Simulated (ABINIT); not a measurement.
Here is an ABINIT 10.8.3 (patched build) calculation.

File run.abi:

```
ndtset 2

pp_dirpath "./"
pseudos "As.LDA_PW-JTH.xml, Ga.LDA_PW-JTH.xml"

acell 7.55468967 7.55468967 7.55468967
rprim
     0.0000000000     0.7071067812     0.7071067812
     0.7071067812     0.0000000000     0.7071067812
     0.7071067812     0.7071067812     0.0000000000
ntypat 2
znucl 33 31
natom 2
typat 1 2
xred
     0.7500000000     0.7500000000     0.7500000000
     0.0000000000     0.0000000000     0.0000000000

ecut 17.0
pawecutdg 34.0

ixc 7

occopt 3
tsmear 0.05 eV

nstep 100

iomode 3
prtwf 0
prteig 0
prtebands 0
enunit 1
prtden1 1

kptopt1 1
ngkpt1 8 8 8
nshiftk1 1
shiftk1 0.0 0.0 0.0
nband1 18
tolvrs1 1.0e-9

iscf2 -2
getden2 1
nband2 22
nbdbuf2 2
tolwfr2 1.0e-12
kptopt2 -9
ndivsm2 5
prteig2 1
prtvol2 -3
kptbounds2
     0.0000000000     0.0000000000     0.0000000000
     0.5000000000     0.0000000000     0.5000000000
     0.5000000000     0.2500000000     0.7500000000
     0.3750000000     0.3750000000     0.7500000000
     0.0000000000     0.0000000000     0.0000000000
     0.5000000000     0.5000000000     0.5000000000
     0.6250000000     0.2500000000     0.6250000000
     0.5000000000     0.2500000000     0.7500000000
     0.5000000000     0.5000000000     0.5000000000
     0.3750000000     0.3750000000     0.7500000000
```

Potentials or basis: JTH PAW LDA v2.0.

Run with:

```bash
$ abinit run.abi > log 2>&1
```

Question: Estimate the band gap on the k mesh.

Answer: 0.28 eV, direct.

Question: What does it give for the band gap along the path?

Answer: 0.28 eV, direct.

Levels at the corners of the path, in eV from the valence-band top:
| point | band 10 | band 11 | band 12 | band 13 | band 14 | band 15 | band 16 | band 17 | band 18 | band 19 |
| --- | --- | --- | --- | --- | --- | --- | --- | --- | --- | --- |
| Γ | -14.82 | -12.79 | 0.00 | 0.00 | 0.00 | 0.28 | 3.68 | 3.68 | 3.68 | 7.33 |
| X | -14.81 | -10.29 | -6.88 | -2.68 | -2.68 | 1.35 | 1.56 | 10.04 | 10.04 | 10.78 |
| W | -14.81 | -10.24 | -6.69 | -3.56 | -3.36 | 4.53 | 4.64 | 5.29 | 5.95 | 10.92 |
| K | -14.81 | -10.33 | -6.69 | -3.88 | -2.26 | 1.85 | 4.54 | 7.82 | 7.99 | 8.54 |
| Γ | -14.82 | -12.79 | 0.00 | 0.00 | 0.00 | 0.28 | 3.68 | 3.68 | 3.68 | 7.33 |
| L | -14.81 | -11.03 | -6.69 | -1.14 | -1.14 | 0.84 | 4.60 | 4.60 | 7.57 | 10.19 |
| U | -14.81 | -10.33 | -6.69 | -3.88 | -2.26 | 1.85 | 4.54 | 7.82 | 7.99 | 8.54 |
| W | -14.81 | -10.24 | -6.69 | -3.56 | -3.36 | 4.53 | 4.64 | 5.29 | 5.95 | 10.92 |
| L | -14.81 | -11.03 | -6.69 | -1.14 | -1.14 | 0.84 | 4.60 | 4.60 | 7.57 | 10.19 |
| K | -14.81 | -10.33 | -6.69 | -3.88 | -2.26 | 1.85 | 4.54 | 7.82 | 7.99 | 8.54 |

**The experiment to reproduce.**

From “Evidence of valence band perturbations in GaAsN/GaAs(001): A combined variable-angle spectroscopic ellipsometry and modulated photoreflectance investigation”, 2008, arxiv:0805.2212, for a bulk crystal of GaAs at 300 K: band gap 1.412 ± 0.01 eV (direct).

Against the measured gap of GaAs, 1.412 eV (direct; 300 K; “Evidence of valence band perturbations in GaAsN/GaAs(001): A combined variable-angle spectroscopic ellipsometry and modulated photoreflectance investigation”, 2008, arxiv:0805.2212), the calculated 0.28 eV is off by -1.13 eV. So large a miss can be the level of theory's own, or it may mean another phase, state or a wrong row. 3 values of this kind are on record (1.412 to 1.51 eV); this one was drawn at random among those near their median, those with a stated uncertainty first. Spin-orbit coupling on As, Ga is left out. The value is that of LDA, without temperature or zero-point motion. Semilocal functionals fall short of measured gaps as a rule.
